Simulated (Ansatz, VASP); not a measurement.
Two plane-wave programs on Ag

```xyz
1
Lattice="0.0000 2.0290 2.0290 2.0290 0.0000 2.0290 2.0290 2.0290 0.0000" Properties=species:S:1:pos:R:3 pbc="T T T"
Ag    0.0000    0.0000    0.0000
```

Change from the starting cell: volume scaled by 0.98.

Alike in both runs: task single point; functional PBE; k mesh 11 × 11 × 11; occupations fermi-dirac, width 0.05 eV; no spin polarisation.

```csv
,VASP,Ansatz
version,VASP 6.6.1,Ansatz 0.2.0
potentials or method,"VASP PAW PBE potentials, release 64 (Ag)",Ansatz PAW
plane-wave cutoff (eV),520,420
valence electrons in the cell,11,19
```

```tsv
	VASP	Ansatz	Ansatz less VASP
gap on the k mesh at the Fermi level (eV)	none	none	-
pressure (GPa)	6.7	6.9	+0.20
```

A gap of «none» marks a metal or a gap that the smearing closes. The two sets of potentials don't hold the same shells in valence.
